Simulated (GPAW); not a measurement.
Wanted: an ASE script for a GPAW 26.7.0 run.

- Task: single point
- Functional: PBEsol
- Potentials or basis: PAW data sets generated in the run's folder for this functional
- Cutoff: 600 eV
- Basis: pw
- k mesh: 9 × 9 × 9
- Occupations: fermi-dirac, width 0.05 eV
- Spin: collinear spin, ferromagnetic start
- Starting moments: [1.0, 0.0, 0.0] μB
- Ranks: 4
- Maxiter: 150

The system is Si2Ni.

```
CELL_PARAMETERS angstrom
0.00000 2.70300 2.70300
2.70300 0.00000 2.70300
2.70300 2.70300 0.00000
ATOMIC_POSITIONS crystal
Ni 0.00493 0.00989 0.99540
Si 0.75332 0.75088 0.76642
Si 0.24470 0.25296 0.25518
```

The cell isn't the ideal one: atoms moved at random, drawn with an rms of 0.05 Å.

These files were run (other wordings do the same):

run.py

```python
from ase import Atoms
from ase.dft.bandgap import bandgap
from ase.io import write
from ase.units import GPa
from ase.parallel import parprint
from gpaw import GPAW, PW, setup_paths

setup_paths.insert(0, '.')

atoms = Atoms(['Ni', 'Si', 'Si'],
              cell=[[0.0, 2.703, 2.703],
                    [2.703, 0.0, 2.703],
                    [2.703, 2.703, 0.0]],
              scaled_positions=[[0.004926, 0.009894, -0.004602],
                                [0.753316, 0.750879, 0.766417],
                                [0.244696, 0.252961, 0.255178]],
              pbc=True)
atoms.set_initial_magnetic_moments([1.0, 0.0, 0.0])

calc = GPAW(mode=PW(600),
            xc='PBEsol',
            kpts={'size': (9, 9, 9), 'gamma': True},
            occupations={'name': 'fermi-dirac', 'width': 0.05},
            nbands=24,
            convergence={'density': 1e-05, 'energy': 1e-05},
            maxiter=150,
            txt='gpaw.txt')
atoms.calc = calc
energy = atoms.get_potential_energy()
forces = atoms.get_forces()
stress = atoms.get_stress()
calc.write('gs.gpw')
write('result.traj', atoms)
parprint(f'Energy: {energy:.6f} eV')
parprint('Forces (eV/A):')
parprint(forces.round(4))
parprint('Stress (GPa):', (stress / GPa).round(3))
parprint('Moments:', calc.get_magnetic_moments().round(3))
parprint('Fermi level:', round(calc.get_fermi_level(), 4), 'eV')
parprint(f'Gap: {bandgap(calc)[0]:.4f} eV, direct: {bandgap(calc, direct=True)[0]:.4f} eV')
```

Potentials or basis: PAW data sets generated in the run's folder for this functional, pw.

Command:

```bash
$ gpaw-setup -f PBEsol Ni Si
$ OMP_NUM_THREADS=1 mpirun -n 4 gpaw python run.py
```

Results of the run:

The pressure is 0.6 GPa, the largest force is 0.468 eV/Å and the band gap on the k mesh is none (metal or under the smearing width). The net moment is 0.00 μB per cell.

Caveat: the stock nickel data set gives pressures a few GPa off other programs.

Run time: 2.8 min on 4 MPI ranks on Intel(R) Xeon(R) Platinum 8259CL CPU @ 2.50GHz (Skylake/Cascade Lake) (shared host), peak memory 0.31 GiB a rank.
